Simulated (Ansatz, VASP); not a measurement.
**Two plane-wave programs on TaN**

File INCAR:

```
ALGO = Normal
EDIFF = 1E-6
ENCUT = 520
GGA = PE
ISIF = 2
ISMEAR = 0
LASPH = True
LCHARG = True
LELF = True
LREAL = False
LVHAR = True
LWAVE = False
NBANDS = 15
NELM = 100
PREC = Accurate
SIGMA = 0.15
```

KPOINTS

```
k-points
0
Gamma
  18 18 18
```

POSCAR

```
TaN
1.0
    0.0000000000      2.1245250000      2.1245250000
    2.1245250000      0.0000000000      2.1245250000
    2.1245250000      2.1245250000      0.0000000000
Ta N
1 1
Direct
    0.5000000000      0.5000000000      0.5000000000
    0.0000000000      0.0000000000      0.0000000000
```

Input for Ansatz:

```yaml
crystal:
  lattice:
    - [0.0, 2.124525, 2.124525]
    - [2.124525, 0.0, 2.124525]
    - [2.124525, 2.124525, 0.0]
  atoms:
    - { symbol: Ta, position: [0.5, 0.5, 0.5] }
    - { symbol: "N", position: [0.0, 0.0, 0.0] }
basis:
  ecutwfc: 420
kpoints:
  mp_grid: { grid: [18, 18, 18] }
hamiltonian:
  xc: pbe
scf:
  occupations: { method: gaussian, width: 0.15 }
output:
  forces: true
  stress: true
  eigenvalues: true
```

Change from the starting cell: strain -0.025 along x and y, -0.025 along z, atoms carried along.

Alike in both runs: task single point; functional PBE; k mesh 18 × 18 × 18; occupations gaussian, width 0.15 eV; no spin polarisation.

|  | VASP | Ansatz |
| --- | --- | --- |
| version | VASP 6.6.1 | Ansatz 0.2.0 |
| potentials or method | VASP PAW PBE potentials, release 64 (Ta_pv, N) | scalar-relativistic, plane waves, PAW |
| plane-wave cutoff (eV) | 520 | 420 |
| valence electrons in the cell | 16 | 18 |

```csv
,VASP,Ansatz,Ansatz less VASP
gap on the k mesh at the Fermi level (eV),none,none,-
pressure (GPa),51.0,49.6,-1.44
```

A gap of «none» marks a metal or a gap that the smearing closes. The two sets of potentials don't hold the same shells in valence.

Caveats: so large a pressure means that the cell lies far from this level's equilibrium, or that cutoff or potentials fall short (VASP). Spin-orbit coupling is left out, which matters for the levels of Ta.
